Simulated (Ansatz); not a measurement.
Crystal: I.

```
CELL_PARAMETERS angstrom
3.63503 -2.39502 0.00000
3.63503 2.39502 0.00000
0.00000 0.00000 9.79344
ATOMIC_POSITIONS crystal
I 0.64930 0.35070 0.38440
I 0.14930 0.85070 0.11560
I 0.35070 0.64930 0.61560
I 0.85070 0.14930 0.88440
```

Base run:

* Program: Ansatz 0.2.0
* Functional: PBE
* Potentials or basis: Ansatz PAW
* Cutoff: 600 eV
* Density cutoff: 2400 eV
* k mesh: 7 × 7 × 3
* Occupations: fermi-dirac, width 0.05 eV
* Spin: no spin polarisation

Its results: band gap on the k mesh 1.33 eV, indirect (least direct gap 1.41 eV); pressure 1.8 GPa; largest force 0.859 eV/Å.

Question: The run is repeated on the same cell with these changes: functional from PBE to r2SCAN; cutoff from 600 eV to 500 eV; density cutoff from 2400 eV to 2000 eV. What comes out?

Answer: Band gap on the k mesh 1.58 eV, indirect (least direct gap 1.67 eV); pressure 1.2 GPa; largest force 0.644 eV/Å.

r2SCAN gives the wider gap, since meta-GGAs in the generalised Kohn-Sham scheme recover part of the derivative discontinuity.

Caveats: spin-orbit coupling is left out, which moves the levels of the heavy elements; odd divisions of the mesh miss points on the zone boundary, where band edges often lie, so the gap on the mesh can be too wide (some runs); the k mesh misses the band edges, so the gap on the mesh is wider than the one along the path (some runs); the PAW data sets come from PBE, with cores solved anew for the run's functional, which leaves a small shift of forces and pressure (some runs).

Not every run made on this cell is shown here.
